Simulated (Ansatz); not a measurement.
Mn: levels along high-symmetry lines

```
Mn
1.0
     0.00000    1.75181    1.75181
     1.75181    0.00000    1.75181
     1.75181    1.75181    0.00000
Mn
1
Direct
  0.00000 0.00000 0.00000
```

Conventional cell: a = 3.504 Å, b = 3.504 Å, c = 3.504 Å, α = 90.00°, β = 90.00°, γ = 90.00°. Mn (atom 1) has 12 Mn at 2.48 Å as nearest neighbours.

The cell was built from the fcc type and relaxed in the same program, and has space group Fm-3m; it needn't be a known or the stable phase.

These are results of DFT, PBE, all-electron LAPW, scalar-relativistic (Ansatz 0.2.0), not measurements.

Numerical set-up: a Γ-centred 16×16×16 k mesh, Fermi–Dirac smearing of 0.08 eV, basis error target 1 meV/atom, spin-polarised from start moments Mn 4 μB (the moments died away, and the run ended non-magnetic).

Points in fractions of the reciprocal vectors of this cell: Γ (0, 0, 0), X (0.5, 0, 0.5), U (0.625, 0.25, 0.625), K (0.375, 0.375, 0.75), L (0.5, 0.5, 0.5), W (0.5, 0.25, 0.75). The path joins them by straight lines in the order Γ–X–U–K–Γ–L–W–X; legs that retrace an earlier one aren't tabulated. Energies are in eV from the Fermi level.

(1) Is there a gap?

(2) List the levels between -5 and 5 eV at the symmetry points.

Results:

(1) none: bands cross the Fermi level, a metal.

(2) 
Γ: -1.15 (×3), 0.55 (×2)
X: -4.75, -3.94, 1.69, 2.04 (×2), 3.47
U: -3.78, -3.21, -0.80, 0.74, 1.61
K: -3.78, -3.21, -0.80, 0.74, 1.61
L: -4.57, -1.27 (×2), 0.44, 1.73 (×2)
W: -3.53, -2.21 (×2), 0.35, 2.04
